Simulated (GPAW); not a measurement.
# InAs (F-43m) in GPAW: notebook

One crystal, InAs, is run at these levels: PBE, PBE+D3(BJ); tasks: single point, relaxation of cell and atoms.

Program: GPAW 26.7.0. These are calculated values, not measurements. Logs are shortened: lines on timing, memory, paths and dates and some standing lists are left out, and cuts for length are marked. The log counts tension as positive stress, the text compression.

**The experiment to reproduce.**

From a printed reference work, data compilation, for a bulk crystal of InAs at 4.2 K: band gap 0.418 eV (direct).

How close the calculation comes is told below.

### 1 Starting point

The structure is cubic, space group F-43m (No. 216). Conventional cell: a = 6.036 Å, b = 6.036 Å, c = 6.036 Å, α = 90.00°, β = 90.00°, γ = 90.00°. In (site symmetry -43m) has 4 As at 2.61 Å as nearest neighbours. As (site symmetry -43m) is surrounded by 4 In at 2.61 Å.

### 2 Single point, PBE

File run.py:

```python
from ase.dft.bandgap import bandgap
from ase.io import read, write
from ase.units import Bohr, GPa
from gpaw import GPAW, PW
from gpaw.elf import elf_from_dft_calculation

atoms = read('InAs.xyz')

calc = GPAW(mode=PW(600),
            xc='PBE',
            kpts={'size': (8, 8, 8), 'gamma': True},
            occupations={'name': 'methfessel-paxton', 'order': 0, 'width': 0.025},
            nbands=18,
            convergence={'density': 1e-05, 'energy': 1e-05},
            maxiter=150,
            txt='gpaw.txt')
atoms.calc = calc
energy = atoms.get_potential_energy()
forces = atoms.get_forces()
stress = atoms.get_stress()
calc.write('gs.gpw')
write('result.traj', atoms)
print(f'Energy: {energy:.6f} eV')
print('Forces (eV/A):')
print(forces.round(4))
print('Stress (GPa):', (stress / GPa).round(3))
print('Fermi level:', round(calc.get_fermi_level(), 4), 'eV')
print(f'Gap: {bandgap(calc)[0]:.4f} eV, direct: {bandgap(calc, direct=True)[0]:.4f} eV')

# fields on the real-space grid
write('density.cube', atoms, data=calc.get_pseudo_density() * Bohr**3)
write('potential.cube', atoms, data=calc.get_electrostatic_potential())
write('elf.cube', atoms, data=elf_from_dft_calculation(calc).data)
```

File InAs.xyz:

```xyz
2
Lattice="0.0000000000 3.0180000000 3.0180000000 3.0180000000 0.0000000000 3.0180000000 3.0180000000 3.0180000000 0.0000000000" Properties=species:S:1:pos:R:3 pbc="T T T"
In     0.0000000000      0.0000000000      0.0000000000
As     4.5270000000      4.5270000000      4.5270000000
```

Potentials or basis: GPAW PAW data sets (gpaw-data 1.2.1), pw.

Command:

```console
$ OMP_NUM_THREADS=1 python run.py
```

gpaw.txt:

```text
__  _  _
 | _ |_)|_||  |
 |__||  | ||/\| - 26.7.0

Input parameters:
  mode=PW(ecut=600.0),
  convergence={'density': 1e-05, 'energy': 1e-05},
  kpts=MonkhorstPack(size=(8, 8, 8), gamma=True),
  maxiter=150,
  nbands=18,
  occupations=Occupations(name='methfessel-paxton', order=0, width=0.025),
  xc=XC(name='PBE')

Diagonalizing LCAO Hamiltonian
Converting LCAO to pw mode

                     As

       In

Atoms  # Å, Bohr magnetons
|   | symbol |        x |        y |        z |    initial magnetic moments |
|---|--------|----------|----------|----------|-----------------------------|
| 0 |     In | 0.000000 | 0.000000 | 0.000000 | ( 0.0000,  0.0000,  0.0000) |
| 1 |     As | 4.527000 | 4.527000 | 4.527000 | ( 0.0000,  0.0000,  0.0000) |

Unit cell  # Å
| periodic |        x |        y |        z |  lengths |    angles |
|----------|----------|----------|----------|----------|-----------|
|      yes | 0.000000 | 3.018000 | 3.018000 | 4.268097 | 60.000000 |
|      yes | 3.018000 | 0.000000 | 3.018000 | 4.268097 | 60.000000 |
|      yes | 3.018000 | 3.018000 | 0.000000 | 4.268097 | 60.000000 |

Number of symmetries: 24
Symmetry operations  # r_c * U_cc + t_c -> r_c
|    | kind |            matrix            |
|----|------|------------------------------|
|  0 |  E   |  1, 0, 0,  0, 1, 0,  0, 0, 1 |
|  1 |  σ   |  1, 0, 0,  0, 0, 1,  0, 1, 0 |
|  2 |  σ   |  1, 0,-1,  0, 1,-1,  0, 0,-1 |
|  3 |  C3  |  1, 0,-1,  0, 0,-1,  0, 1,-1 |
|  4 |  C3  |  1,-1, 0,  0,-1, 1,  0,-1, 0 |
|  5 |  σ   |  1,-1, 0,  0,-1, 0,  0,-1, 1 |
|  6 |  σ   |  0, 1, 0,  1, 0, 0,  0, 0, 1 |
|  7 |  C3  |  0, 1, 0,  0, 0, 1,  1, 0, 0 |
|  8 |  C2  |  0, 1,-1,  1, 0,-1,  0, 0,-1 |
|  9 |  S4  |  0, 1,-1,  0, 0,-1,  1, 0,-1 |
| 10 |  C3  |  0, 0, 1,  1, 0, 0,  0, 1, 0 |
| 11 |  σ   |  0, 0, 1,  0, 1, 0,  1, 0, 0 |
| 12 |  S4  |  0, 0,-1,  1, 0,-1,  0, 1,-1 |
| 13 |  C3  |  0, 0,-1,  0, 1,-1,  1, 0,-1 |
| 14 |  S4  |  0,-1, 1,  1,-1, 0,  0,-1, 0 |
| 15 |  C2  |  0,-1, 1,  0,-1, 0,  1,-1, 0 |
| 16 |  C3  |  0,-1, 0,  1,-1, 0,  0,-1, 1 |
| 17 |  S4  |  0,-1, 0,  0,-1, 1,  1,-1, 0 |
| 18 |  S4  | -1, 1, 0, -1, 0, 1, -1, 0, 0 |
| 19 |  C3  | -1, 1, 0, -1, 0, 0, -1, 0, 1 |
| 20 |  C3  | -1, 0, 1, -1, 1, 0, -1, 0, 0 |
| 21 |  S4  | -1, 0, 1, -1, 0, 0, -1, 1, 0 |
| 22 |  σ   | -1, 0, 0, -1, 1, 0, -1, 0, 1 |
| 23 |  C2  | -1, 0, 0, -1, 0, 1, -1, 1, 0 |

BZ-sampling:
  Number of BZ points: 512
  Number of IBZ points: 29

  Monkhorst-Pack size: [8, 8, 8]
  Monkhorst-Pack shift: [0.0625, 0.0625, 0.0625]

K-points  # in reciprocal-cell coordinates
|     |                                coordinates |     weight |
|-----|--------------------------------------------|------------|
|   0 | (  0.00000000,   0.00000000,   0.00000000) | 0.00195312 |
|   1 | (  0.12500000,   0.12500000,   0.00000000) | 0.01171875 |
|   2 | (  0.12500000,   0.12500000,   0.12500000) | 0.01562500 |
|   3 | (  0.25000000,   0.12500000,   0.12500000) | 0.02343750 |
|   4 | (  0.25000000,   0.25000000,   0.00000000) | 0.01171875 |
|   5 | (  0.25000000,   0.25000000,   0.12500000) | 0.04687500 |
|   6 | (  0.25000000,   0.25000000,   0.25000000) | 0.01562500 |
|   7 | (  0.37500000,   0.25000000,  -0.37500000) | 0.04687500 |
|   8 | (  0.37500000,   0.25000000,   0.12500000) | 0.04687500 |
|   9 | (  0.37500000,   0.25000000,   0.25000000) | 0.04687500 |
| ... |                                            |            |
|  28 | (  0.50000000,   0.50000000,   0.50000000) | 0.00781250 |

Plane wave coefficients: 1856
Cutoff: 600.0 eV

Spin-components: 1 (collinear spins)
Bands:           18
Projectors:      11
Spin-degeneracy: 2
Datatype:        complex128

Parallelization:
  kpt:    1
  domain: 1
  band:   1

Density:
  Valence electrons: 18.0
  Components: 1
  Grid points: [25 25 25]
  Charge: 0.0  # |e|

Potential:
  Grid points: [25 25 25]

species:
  In:
    name:    Indium
    Z:       49.0
    valence: 13
    core:    36
    charge:  0.0  # [|e|]
    compensation charges:
      type: gauss
      rc: 0.36  # [Å]
      lmax: 2
    cutoffs:
      filter: 2.09  # [Å]
      core: 2.48  # [Å]
    projectors
    | kind |    occ | energy [eV] | rcut [Å] |
    |------|--------|-------------|----------|
    |   5s |  2.000 |      -8.203 |    1.185 |
    |   5p |  1.000 |      -2.521 |    1.244 |
    |   4d | 10.000 |     -18.629 |    1.148 |
    |    s |        |      19.008 |    1.185 |
    |    p |        |      24.691 |    1.244 |
    |    d |        |       8.583 |    1.148 |

    Using partial waves for In as LCAO basis

  As:
    name:    Arsenic
    Z:       33.0
    valence: 5
    core:    28
    charge:  0.0  # [|e|]
    compensation charges:
      type: gauss
      rc: 0.33  # [Å]
      lmax: 2
    cutoffs:
      filter: 1.87  # [Å]
      core: 2.96  # [Å]
    projectors
    | kind |    occ | energy [eV] | rcut [Å] |
    |------|--------|-------------|----------|
    |   4s |  2.000 |     -14.487 |    1.058 |
    |   4p |  3.000 |      -5.196 |    1.058 |
    |    s |        |      12.725 |    1.058 |
    |    p |        |      22.016 |    1.058 |
    |    d |        |       0.000 |    1.058 |

    Using partial waves for As as LCAO basis

Reference energy: -221478.393260  # eV

eigensolver:
  PPCG
  Converge bands: occupied
  niter=2

density mixing:
  MSR1-Mixer
  Pratt-step length: 0.05
  Maximum mixing coefficient: 0.75
  Old densities: 10
  SVD Regularization: 0.005
  Good broyden scale: 1.0
  Trust region scale: 1.0
  Backstep threshold: 4.0
  History deletion threshold: 6.0
  Fourier metric: weight=20.0, sigma=0.015

occupation numbers:
  Methfessel-Paxton:
    width: 0.0250  # eV
    order: 0

poisson solver:
  ecut: 4800.0  # eV

xc functional:
  name: PBE with 2 nearest neighbor stencil

convergence criteria:
- Maximum integral of absolute [dens]ity change: 1e-05 electrons / valence electron
- Maximum [total energy] change in last 3 cyles: 1e-05 eV / valence electron
- Maximum integral of absolute [eigenst]ate change: 4e-08 eV^2 / valence electron
maximum number of iterations: 150

SCF iterations
|iter     | |      energy | eigst |  dens |
|---------|-|-------------|-------|-------|
|iter:   1| |   -8.118331 | -0.34 |       |
|iter:   2| |   -8.073573 | -2.36 | -1.17 |
|iter:   3| |   -7.903444 | -1.93 | -1.21 |
|iter:   4| |   -7.904599 | -3.32 | -1.81 |
|iter:   5| |   -7.904706 | -4.10 | -2.33 |
|iter:   6| |   -7.904734c| -5.65 | -3.12 |
|iter:   7| |   -7.904737c| -6.66 | -3.56 |
|iter:   8| |   -7.904737c| -8.15c| -4.63 |
|iter:   9| |   -7.904737c| -8.40c| -5.36c|

Converged in 9 steps
Energy contributions relative to reference atoms: (reference = -221478.393260)

Energy contributions:
  Kinetic:          27.002235
  Coulomb:         -24.729314
  Zero:              0.139461
  External:          0.000000
  Xc:              -10.317081
  Entropy:          -0.000075
  Spinorbit:         0.000000
  ----------------------------
  Free energy:      -7.904774
  Extrapolated:     -7.904737

dipole moment: (-17.118219, -17.118219, -17.118219)  # |e|*Ang

Fermi level: 4.911
Eigenvalues  # (at kpt = [0.000, 0.000, 0.000])
| band index |      eig [eV] | occ [0-2] |
|------------|---------------|-----------|
|          0 |        -9.407 |     2.000 |
|        ... |               |           |
|          2 |        -9.407 |     2.000 |
|          3 |        -9.278 |     2.000 |
|          4 |        -9.278 |     2.000 |
|          5 |        -6.992 |     2.000 |
|          6 |         4.743 |     2.000 |
|          7 |         4.904 |     1.333 |
[... 8 lines left out ...]
|         16 |        15.399 |     0.000 |
|         17 |        15.399 |     0.000 |

No gap
No difference between direct/indirect transitions

Forces  # eV/Ang
|        x |       y |        z |
|----------|---------|----------|
| -0.00000 | 0.00000 | -0.00000 |  # In   0
|  0.00000 | 0.00000 |  0.00000 |  # As   1

Stress tensor  # eV/Ang^3
|         x |         y |         z |
|-----------|-----------|-----------|
| -0.025243 |  0.000000 | -0.000000 |
|  0.000000 | -0.025243 |  0.000000 |
| -0.000000 |  0.000000 | -0.025243 |

# Writing to gs.gpw (mode='')
```

stdout:

```text
Energy: -7.904737 eV
Forces (eV/A):
[[-0.  0. -0.]
 [ 0.  0.  0.]]
Stress (GPa): [-4.044 -4.044 -4.044  0.    -0.     0.   ]
Fermi level: 4.9111 eV
Gap: 0.0000 eV, direct: 0.0000 eV
```

Run time: 26 s. Hardware: 1 thread of Arm Neoverse N1, shared host; peak memory 0.17 GiB.

Results:

```yaml
Free_energy: -7.9048 eV
Pressure: 4.0 GPa
Band_gap_on_the_k_mesh: none (metal or under the smearing width)
```

Levels at points of the mesh, in eV from the Fermi level:
```csv
k point,band 7,band 8,band 9,band 10,band 11,band 12
"(0.00, 0.00, 0.00)",-0.17,-0.01,-0.01,-0.01,3.89,3.89
"(0.50, 0.50, 0.00)",-5.86,-2.36,-2.36,1.53,2.06,9.22
"(0.50, 0.50, 0.50)",-5.80,-1.01,-1.01,0.96,4.67,4.67
```

Caveat: this crystal is a semiconductor, whose small gap the functional closes, so the metal is an error of the method.

### 3 Single point, PBE

File run.py:

```python
from ase import Atoms
from ase.dft.bandgap import bandgap
from ase.io import write
from ase.units import GPa
from gpaw import GPAW, PW

atoms = Atoms(['In', 'As'],
              cell=[[0.0, 3.018, 3.018],
                    [3.018, 0.0, 3.018],
                    [3.018, 3.018, 0.0]],
              scaled_positions=[[0.0, 0.0, 0.0],
                                [0.75, 0.75, 0.75]],
              pbc=True)

calc = GPAW(mode=PW(600),
            xc='PBE',
            kpts={'size': (8, 8, 8), 'gamma': True},
            occupations={'name': 'methfessel-paxton', 'order': 0, 'width': 0.026000000000000002},
            nbands=18,
            convergence={'density': 1e-05, 'energy': 1e-05},
            maxiter=150,
            txt='gpaw.txt')
atoms.calc = calc
energy = atoms.get_potential_energy()
forces = atoms.get_forces()
stress = atoms.get_stress()
calc.write('gs.gpw')
write('result.traj', atoms)
print(f'Energy: {energy:.6f} eV')
print('Forces (eV/A):')
print(forces.round(4))
print('Stress (GPa):', (stress / GPa).round(3))
print('Fermi level:', round(calc.get_fermi_level(), 4), 'eV')
print(f'Gap: {bandgap(calc)[0]:.4f} eV, direct: {bandgap(calc, direct=True)[0]:.4f} eV')
```

Potentials or basis: GPAW PAW data sets (gpaw-data 1.2.1), pw.

Command:

```console
$ OMP_NUM_THREADS=1 python run.py
```

It took 25 s on 1 thread of Arm Neoverse N1, shared host; peak memory 0.16 GiB.

The run converged. Its results:

| Item | Value |
| --- | --- |
| Free energy | -7.9048 eV |
| Pressure | 4.0 GPa |
| Band gap on the k mesh | none (metal or under the smearing width) |

Levels at points of the mesh, in eV from the Fermi level:
| k point | band 7 | band 8 | band 9 | band 10 | band 11 | band 12 |
| --- | --- | --- | --- | --- | --- | --- |
| (0.00, 0.00, 0.00) | -0.17 | -0.01 | -0.01 | -0.01 | 3.88 | 3.88 |
| (0.50, 0.50, 0.00) | -5.87 | -2.36 | -2.36 | 1.53 | 2.06 | 9.22 |
| (0.50, 0.50, 0.50) | -5.80 | -1.01 | -1.01 | 0.96 | 4.67 | 4.67 |

Caveat: this crystal is a semiconductor, whose small gap the functional closes, so the metal is an error of the method.

### 4 Single point, PBE

File run.py:

```python
from ase.dft.bandgap import bandgap
from ase.io import read, write
from ase.units import GPa
from gpaw import GPAW, PW

atoms = read('POSCAR')

calc = GPAW(mode=PW(600),
            xc='PBE',
            kpts={'size': (8, 8, 8), 'gamma': True},
            occupations={'name': 'methfessel-paxton', 'order': 0, 'width': 0.027000000000000003},
            nbands=18,
            convergence={'density': 1e-05, 'energy': 1e-05},
            maxiter=150,
            txt='gpaw.txt')
atoms.calc = calc
energy = atoms.get_potential_energy()
forces = atoms.get_forces()
stress = atoms.get_stress()
calc.write('gs.gpw')
write('result.traj', atoms)
print(f'Energy: {energy:.6f} eV')
print('Forces (eV/A):')
print(forces.round(4))
print('Stress (GPa):', (stress / GPa).round(3))
print('Fermi level:', round(calc.get_fermi_level(), 4), 'eV')
print(f'Gap: {bandgap(calc)[0]:.4f} eV, direct: {bandgap(calc, direct=True)[0]:.4f} eV')
```

File POSCAR:

```
InAs
1.0
    0.0000000000      3.0180000000      3.0180000000
    3.0180000000      0.0000000000      3.0180000000
    3.0180000000      3.0180000000      0.0000000000
In As
1 1
Direct
    0.0000000000      0.0000000000      0.0000000000
    0.7500000000      0.7500000000      0.7500000000
```

Command:

```console
$ OMP_NUM_THREADS=1 python run.py
```

Wall time 25 s (1 thread of Arm Neoverse N1, shared host); peak memory 0.17 GiB.

It converged, with:

```
Free energy            : -7.9048 eV
Pressure               : 4.0 GPa
Band gap on the k mesh : none (metal or under the smearing width)
```

Levels at points of the mesh, in eV from the Fermi level:
| k point | band 6 | band 7 | band 8 | band 9 | band 10 | band 11 | band 12 | band 13 |
| --- | --- | --- | --- | --- | --- | --- | --- | --- |
| (0.00, 0.00, 0.00) | -11.90 | -0.17 | -0.01 | -0.01 | -0.01 | 3.88 | 3.88 | 3.88 |
| (0.50, 0.50, 0.00) | -9.86 | -5.87 | -2.36 | -2.36 | 1.53 | 2.06 | 9.22 | 9.30 |
| (0.50, 0.50, 0.50) | -10.41 | -5.80 | -1.01 | -1.01 | 0.96 | 4.67 | 4.67 | 6.87 |

Caveat: this crystal is a semiconductor, whose small gap the functional closes, so the metal is an error of the method.

### 5 Single point, PBE

Edit run.py of step 4 so:

```diff
@@ -5,3 +5,3 @@
 
-atoms = read('POSCAR')
+atoms = read('InAs.xyz')
 
@@ -10,3 +10,3 @@
             kpts={'size': (8, 8, 8), 'gamma': True},
-            occupations={'name': 'methfessel-paxton', 'order': 0, 'width': 0.027000000000000003},
+            occupations={'name': 'methfessel-paxton', 'order': 0, 'width': 0.028000000000000004},
             nbands=18,
```

InAs.xyz is that of step 2.

Command:

```console
$ OMP_NUM_THREADS=1 python run.py
```

Wall time 25 s (1 thread of Arm Neoverse N1, shared host); peak memory 0.16 GiB.

It converged, with:

| Item | Value |
| --- | --- |
| Free energy | -7.9048 eV |
| Pressure | 4.0 GPa |
| Band gap on the k mesh | none (metal or under the smearing width) |

Levels at points of the mesh, in eV from the Fermi level:
```csv
k point,band 5,band 6,band 7,band 8,band 9,band 10,band 11,band 12,band 13,band 14
"(0.00, 0.00, 0.00)",-14.19,-11.90,-0.17,-0.01,-0.01,-0.01,3.88,3.88,3.88,7.56
"(0.50, 0.50, 0.00)",-14.17,-9.86,-5.87,-2.36,-2.36,1.53,2.06,9.22,9.30,9.30
"(0.50, 0.50, 0.50)",-14.18,-10.41,-5.80,-1.01,-1.01,0.96,4.67,4.67,6.87,9.08
```

Caveat: this crystal is a semiconductor, whose small gap the functional closes, so the metal is an error of the method.

(Continued in part 2 of 2.)
